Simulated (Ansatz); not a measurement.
All numbers below come from DFT PBE, scalar-relativistic, plane waves, PAW in Ansatz. All cells share a 420 eV cutoff and Γ-centred k meshes spaced at most about 0.3 Å⁻¹ (about 0.25 or finer for metals, 2π included). No spin polarisation in the final relaxations.

Temperature and zero-point effects are left out. All come from trial cells, and lower structures may exist.

**Question.** Which of these relaxed structures of Se is the lowest in energy?
A.

```cif
data_structure
_symmetry_space_group_name_H-M 'I4_1/amd:1'
_symmetry_Int_Tables_number 141
_cell_length_a 7.5068
_cell_length_b 7.5068
_cell_length_c 5.1498
_cell_angle_alpha 90.000
_cell_angle_beta 90.000
_cell_angle_gamma 90.000
_cell_volume 290.21
loop_
_atom_site_label
_atom_site_type_symbol
_atom_site_symmetry_multiplicity
_atom_site_Wyckoff_symbol
_atom_site_fract_x
_atom_site_fract_y
_atom_site_fract_z
_atom_site_occupancy
Se1 Se 4 a 0.00000 0.00000 0.00000 1
Se2 Se 8 d 0.00000 0.75000 0.62500 1
```

B.

```cif
data_structure
_symmetry_space_group_name_H-M 'Cmmm'
_symmetry_Int_Tables_number 65
_cell_length_a 5.5441
_cell_length_b 10.9186
_cell_length_c 2.7659
_cell_angle_alpha 90.000
_cell_angle_beta 90.000
_cell_angle_gamma 90.000
_cell_volume 167.43
loop_
_atom_site_label
_atom_site_type_symbol
_atom_site_symmetry_multiplicity
_atom_site_Wyckoff_symbol
_atom_site_fract_x
_atom_site_fract_y
_atom_site_fract_z
_atom_site_occupancy
Se1 Se 2 d 0.00000 0.00000 0.50000 1
Se2 Se 4 j 0.00000 0.24092 0.50000 1
```

**Answer.** B. It has space group Cmmm (No. 65); the next, A, with space group I4_1/amd (No. 141), lies 107 meV/atom higher. Counting all near atoms (those within 1.25 times the shortest such distance or 1.15 times the sum of covalent radii; a plus sign parts nearer from farther groups; a slash parts the counts of unlike sites), the lowest has Se 4/5 and the next has Se 4/2+4.

Cells relaxed within their symmetry can be saddle points. The part of the Crystallography Open Database at hand lists Se in space groups No. 14, 148, 152, 154, 166 and others; no cell shown has one of them. Some candidate types were left out of the draw beforehand, so a known form may be missing.
